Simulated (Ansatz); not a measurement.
# Hf: one input, then a changed one

The cell is COD entry 1534929, as deposited and not checked against the literature; nothing was relaxed. The listed cell was then made from it by scaling, straining or moving an atom.

First run: DFT, PBEsol, PAW with Ansatz's default frozen-core files, scalar-relativistic (Ansatz 0.2.0).

Command: `ansatz run input.yaml --threads 1 --pin off --max-ram 2048MiB --backend cpu --events-out ev --progress --plain --runs-dir out` The run took 5.7 s on 1 thread of Arm Neoverse V1, with other jobs on the host, peak memory 0.38 GiB.

```yaml
crystal:
  lattice:
    - [0.0, 2.2492138765, 2.2492138765]
    - [2.2492138765, 0.0, 2.2492138765]
    - [2.2492138765, 2.2492138765, 0.0]
  atoms:
    - { symbol: Hf, position: [0.0, 0.0, 0.0] }
kpoints:
  mp_grid: { grid: [16, 16, 16] }
scf:
  occupations: { method: fermi_dirac, width: 0.03 }
hamiltonian:
  xc: pbesol
  pseudopotentials: { kind: paw }
output:
  forces: true
  stress: true
  eigenvalues: true
  efg: { contact_densities: true }
```

Result: converged; pressure -5.30 GPa; no gap on the k mesh; 7 SCF iterations.

No spin–orbit coupling, which matters for the heavy atoms here.

The input is then changed:

```diff
@@ -10,7 +10,8 @@
 scf:
   occupations: { method: fermi_dirac, width: 0.03 }
+  n_extra_bands: 2
 hamiltonian:
   xc: pbesol
-  pseudopotentials: { kind: paw }
+  pseudopotentials: { kind: paw, source: jth }
 output:
   forces: true
```

(1) Predict the outcome of the changed run.

Results:

(1) It was refused before any iteration. The program says:
```
Error: inconsistent input (hamiltonian.pseudopotentials.source, hamiltonian.xc, hamiltonian.pseudopotentials.xc_functional): this build's library has no table of `source: jth` for `kind: paw` and the PBEsol files: it has one for `kind: paw` and the PBE files, or for `kind: paw` and the LDA files. Leave `source` out
```
